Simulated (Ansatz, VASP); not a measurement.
## One calculation of Sn, two programs

Contents of INCAR:

```
SYSTEM = Sn
ALGO = Normal
EDIFF = 1E-7
ENCUT = 520
GGA = PS
ISIF = 2
ISMEAR = -1
LASPH = .TRUE.
LCHARG = .FALSE.
LREAL = .FALSE.
LWAVE = .FALSE.
NBANDS = 13
NELM = 100
PREC = Accurate
SIGMA = 0.1
```

Contents of KPOINTS:

```
k-points
0
G
  11 11 11
  0 0 0
```

Contents of POSCAR:

```
Sn
1.0
   -1.9438854237      1.9438854237      1.9438854237
    1.9438854237     -1.9438854237      1.9438854237
    1.9438854237      1.9438854237     -1.9438854237
Sn
1
Direct
    0.0000000000      0.0000000000      0.0000000000
```

Input for Ansatz:

```yaml
crystal:
  lattice:
    - [-1.943885423716336, 1.943885423716336, 1.943885423716336]
    - [1.943885423716336, -1.943885423716336, 1.943885423716336]
    - [1.943885423716336, 1.943885423716336, -1.943885423716336]
  atoms:
    - { symbol: Sn, position: [0.0, 0.0, 0.0] }
basis:
  ecutwfc: 420.0
kpoints:
  mp_grid:
    grid: [11, 11, 11]
hamiltonian:
  xc: pbesol
  pseudopotentials:
    kind: paw
scf:
  occupations:
    method: fermi_dirac
output:
  stress: true
```

This isn't the form of Sn at room conditions, which is tetragonal (white tin).

Alike in both runs: task single point; functional PBEsol; k mesh 11 × 11 × 11; no spin polarisation.

|  | VASP | Ansatz |
| --- | --- | --- |
| version | VASP 6.6.1 | Ansatz 0.2.0 |
| potentials or method | VASP PAW PBE potentials, release 64 (Sn_d) | plane waves, PAW |
| plane-wave cutoff (eV) | 520 | 420 |
| occupations | fermi-dirac, width 0.1 eV | fermi-dirac |
| valence electrons in the cell | 14 | 14 |

Ansatz gave:

* pressure (GPa): -4.7

Which values does VASP return?

Pressure (GPa): -4.8.

Caveats: the PAW data sets were made with another functional, which shifts forces and pressure a little (VASP).
